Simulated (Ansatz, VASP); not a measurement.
One calculation of NaCl, two programs

File INCAR:

```
PREC = Accurate ; ENCUT = 520
EDIFF = 1E-7 ; ISMEAR = -1
SIGMA = 0.05 ; LREAL = False
LASPH = True ; NELM = 60
ALGO = Normal ; ISIF = 2
LWAVE = False ; LCHARG = False
GGA = PS ; NBANDS = 14
```

The input KPOINTS:

```
Automatic mesh
0
Gamma
  8 8 8
```

POSCAR

```
NaCl
1.0
    3.5021900000      0.0000000000      0.0000000000
    0.0000000000      3.5021900000      0.0000000000
    0.0000000000      0.0000000000      3.5021900000
Cl Na
1 1
Direct
    0.5000000000      0.5000000000      0.5000000000
    0.0000000000      0.0000000000      0.0000000000
```

Contents of input.yaml:

```yaml
crystal:
  lattice:
    - [3.50219, 0.0, 0.0]
    - [0.0, 3.50219, 0.0]
    - [0.0, 0.0, 3.50219]
  atoms:
    - { symbol: Cl, position: [0.5, 0.5, 0.5] }
    - { symbol: Na, position: [0.0, 0.0, 0.0] }
hamiltonian:
  xc: pbesol
  pseudopotentials: { kind: paw }
kpoints:
  mp_grid: { grid: [8, 8, 8] }
scf:
  occupations: { method: fermi_dirac, width: 0.05 }
output:
  forces: true
  stress: true
  eigenvalues: true
```

Measurements of this composition are mostly on another form, of space group No. 225.

Alike in both runs: task single point; functional PBEsol; k mesh 8 × 8 × 8; occupations fermi-dirac, width 0.05 eV; no spin polarisation.

|  | VASP | Ansatz |
| --- | --- | --- |
| version | VASP 6.6.1 | Ansatz 0.2.0 |
| potentials or method | VASP PAW PBE potentials, release 64 (Cl, Na_pv) | Ansatz PAW |
| plane-wave cutoff (eV) | 520 | 420 |
| valence electrons in the cell | 14 | 16 |

```csv
,VASP,Ansatz,Ansatz less VASP
gap on the k mesh at the Fermi level (eV),3.84,3.84,+0.003
least direct gap on the mesh (eV),4.34,4.34,+0.003
pressure (GPa),-1.2,-1.2,+0.01
```

The two sets of potentials don't hold the same shells in valence.

Caveats: the PAW data sets were made with another functional, which shifts forces and pressure a little (VASP); the PAW data sets come from PBE, with cores solved anew for the run's functional, which leaves a small shift of forces and pressure (Ansatz). A k mesh can miss the band edges. Expect the measured gap to be larger: semilocal functionals such as PBEsol lack the derivative discontinuity.
